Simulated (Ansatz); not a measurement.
Two G0W0 runs on MoS2 (2H monolayer).

The cell holds 3 atoms: 1 Mo and 2 S. Cell: a = 3.185 Å, b = 3.185 Å, c = 29.500 Å, α = 90.0°, β = 90.0°, γ = 120.0°. Vacuum lies along c.

```xyz
3
Lattice="3.1845 0.0000 0.0000 -1.5923 2.7579 0.0000 0.0000 0.0000 29.5000" Properties=species:S:1:pos:R:3
Mo    0.0000    1.8386   14.7500
S     1.5923    0.9193   16.3126
S     1.5923    0.9193   13.1874
```

The structure was relaxed with PBE. The runs that relaxed it are not among those shown. PAW set soft_2, made with PBE.

The first (Ansatz 0.2.0; start PBE, 12×12×1 mesh, 195 empty bands, screening to 48 eV; 1 × NVIDIA H100 80GB HBM3 (shared by 3 runs) with 3 threads of AMD EPYC 7R13 (Zen 3), shared host) gave, on its mesh: starting gap 1.66 eV, G0W0 gap 2.42 eV, mean of 1 + 4πα/V (set by the cell height) 3.02, 35 s.

**Question.** The second changes empty bands from 195 to 87 and screening cutoff (eV) from 48.0 to 28.0. What does it give?

It gave: starting gap 1.66 eV, G0W0 gap 2.41 eV, mean of 1 + 4πα/V (set by the cell height) 3.05, 26 s. The G0W0 gap moves by −0.01 eV, +0.00 eV from the start and −0.01 eV from the correction.

Limits: not at the basis limit; no spin-orbit coupling.

[Paths, hosts, dates, memory and timing lines, banners, echoed tables and standing remarks are left out of the program output.]

[Logs are printed without paths, hosts, clocks, repeated set-up lines and the standing remarks that a program may print on its own settings, such as how far it seeks lower states.]

[Runs of the session that timed out or met a known fault of the program may be left out.]

[Cells called generated may have been cut or substituted from an entry of the Crystallography Open Database or the Materials Project.]

[Hosts, paths, dates, database ids (printed as entryN), source tags and the programs' standing remarks are cut or masked in the printed files.]
